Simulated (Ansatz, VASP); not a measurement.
**Ge in VASP and in Ansatz**

The input INCAR:

```
  PREC = Accurate
  ENCUT = 520
  EDIFF = 1E-7
  ISMEAR = -1
  SIGMA = 0.05
  LREAL = False
  LASPH = True
  NELM = 60
  ALGO = Normal
  ISIF = 2
  LWAVE = False
  LCHARG = True
  GGA = PE
  LELF = True
  LVHAR = True
  NBANDS = 13
```

Contents of KPOINTS:

```
regular mesh
0
Gamma
  10 10 10
```

File POSCAR:

```
Ge
1.0
    2.7104700000     -0.0135523500      0.0000000000
   -0.0135523500      2.7104700000      0.0000000000
    0.0000000000      0.0000000000      2.7104700000
Ge
1
Direct
    0.0000000000      0.0000000000      0.0000000000
```

File input.yaml:

```yaml
crystal:
  lattice:
    - [2.71047, -0.01355235, 0.0]
    - [-0.01355235, 2.71047, 0.0]
    - [0.0, 0.0, 2.71047]
  atoms:
    - { symbol: Ge, position: [0.0, 0.0, 0.0] }
hamiltonian:
  xc: pbe
  pseudopotentials: { kind: paw }
kpoints:
  mp_grid: { grid: [10, 10, 10] }
scf:
  occupations: { method: fermi_dirac, width: 0.05 }
output:
  forces: true
  stress: true
  eigenvalues: true
  write_density: true
  write_potential: true
  elf: true
  volumetric_format: npy
```

Change from the starting cell: strain = -0.01.

Alike in both runs: task single point; functional PBE; k mesh 10 × 10 × 10; occupations fermi-dirac, width 0.05 eV; no spin polarisation.

|  | VASP | Ansatz |
| --- | --- | --- |
| version | VASP 6.6.1 | Ansatz 0.2.0 |
| potentials or method | VASP PAW PBE potentials, release 64 (Ge_d) | Ansatz PAW |
| plane-wave cutoff (eV) | 520 | 420 |
| valence electrons in the cell | 14 | 14 |

|  | VASP | Ansatz | Ansatz less VASP |
| --- | --- | --- | --- |
| gap on the k mesh at the Fermi level (eV) | none | none | - |
| pressure (GPa) | -0.6 | -0.5 | +0.08 |
| largest component of the traceless stress (GPa) | 0.14 | 0.14 | +0.003 |

A gap of «none» marks a metal or a gap that the smearing closes. With one functional, cell and mesh, what is left measures potentials, basis and numerics.
